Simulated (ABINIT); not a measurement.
The system is HgTe (Coloradoite).

```xyz
2
Lattice="0.0000 3.2145 3.2145 3.2145 0.0000 3.2145 3.2145 3.2145 0.0000" Properties=species:S:1:pos:R:3 pbc="T T T"
Hg    0.0000    0.0000    0.0000
Te    4.8217    4.8217    4.8217
```

Base run:

| Item | Value |
| --- | --- |
| Program | ABINIT 10.8.3 (patched build) |
| Functional | HCTH407 |
| Potentials or basis | JTH PAW PBE v2.0 |
| Cutoff | 544 eV |
| k mesh | 7 × 7 × 7 |
| Occupations | fermi-dirac, width 0.05 eV |
| Spin | no spin polarisation |

Its results: band gap on the k mesh none (metal or under the smearing width); pressure 6.6 GPa.

Problem. The run is repeated on the same cell with these changes: functional from HCTH407 to AM05. What comes out?

Solution. Band gap on the k mesh none (metal or under the smearing width); pressure 2.5 GPa.

Caveats: the PAW data sets were made with another functional, which shifts forces and pressure a little; spin-orbit coupling is left out, which moves the levels of the heavy elements.
